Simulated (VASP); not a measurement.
Runs of VASP 6.6.1 on CdSe. Symmetry: Fm-3m, No. 225, cubic system. Conventional cell: a = 5.748 Å, b = 5.748 Å, c = 5.748 Å, α = 90.00°, β = 90.00°, γ = 90.00°. Cd (site symmetry m-3m) is surrounded by 6 Se at 2.87 Å. Se (site symmetry m-3m) has 6 Cd at 2.87 Å as nearest neighbours. Measurements of this composition are mostly on another form, of space group No. 186.

```csv
task,level,potentials or basis,cell,k mesh,cutoff (eV),smearing,grid for exact exchange (PRECFOCK),exchange at q = 0,mesh quality,gap on the mesh (eV),pressure (GPa),relaxed volume (Å³/atom)
single point,PBE,"VASP PAW PBE potentials, release 64 (Cd, Se)","atoms moved at random, drawn with an rms of 0.05 Å",8 × 8 × 8,520,fermi-dirac 0.05 eV,-,-,not flagged,none,0.2,-
optical spectrum,r2SCANh,"VASP PAW PBE potentials, release 64 (Cd, Se)",as given,4 × 4 × 4,520,tetrahedron,Fast,truncated,coarse,(a),-1.9,-
optical spectrum,revTPSS+D4,"VASP PAW PBE potentials, release 64 (Cd, Se)",as given,8 × 8 × 8,520,gaussian 0.05 eV,-,-,not flagged,none,-5.0,-
electron localisation function,PBEsol+D4,"VASP PAW PBE potentials, release 64 (Cd, Se)",as given,8 × 8 × 8,520,fermi-dirac 0.02 eV,-,-,not flagged,none,(b),-
relaxation of cell and atoms,PW91+D3(BJ),"VASP PAW PBE potentials, release 64 (Cd, Se)","relaxed from: atoms moved at random, drawn with an rms of 0.1 Å",8 × 8 × 8,580,tetrahedron,-,-,not flagged,none,0.0,23.00
single point,PBEsol,"VASP PAW PBE potentials, release 64 (Cd_GW, Se_GW)",as given,8 × 8 × 8,550,gaussian 0.1 eV,-,-,not flagged,none,-3.9,-
single point,PBE,"VASP PAW PBE potentials, release 64 (Cd_GW, Se_GW)",as given,4 × 4 × 4,500,gaussian 0.02 eV,-,-,coarse,none,0.0,-
relaxation of cell and atoms,r2SCAN50,"VASP PAW PBE potentials, release 64 (Cd, Se)",relaxed from: volume scaled by 1.25,4 × 4 × 4,600,fermi-dirac 0.1 eV,Fast,truncated,coarse,2.98,0.0,22.55
```

Alike in all rows: no spin polarisation.

Fill in the values left out.

(a) 0.56; (b) -4.9.

Caveats: some runs use coarse meshes; the PAW data sets were made with another functional, which shifts forces and pressure a little (some runs); pairwise dispersion overbinds metals, which lowers pressure and volume (some runs); spectra need much finer meshes, so this one isn't converged (some runs); independent-particle spectra lack excitons (some runs); the intraband (Drude) part of a metal's response may be missing (some runs); tetrahedron occupations give inexact forces and stress in metals (some runs).

A k mesh can miss the band edges, and the runs leave out spin-orbit coupling on Cd, Se.

A gap of «none» marks a metal or a gap under the smearing width.
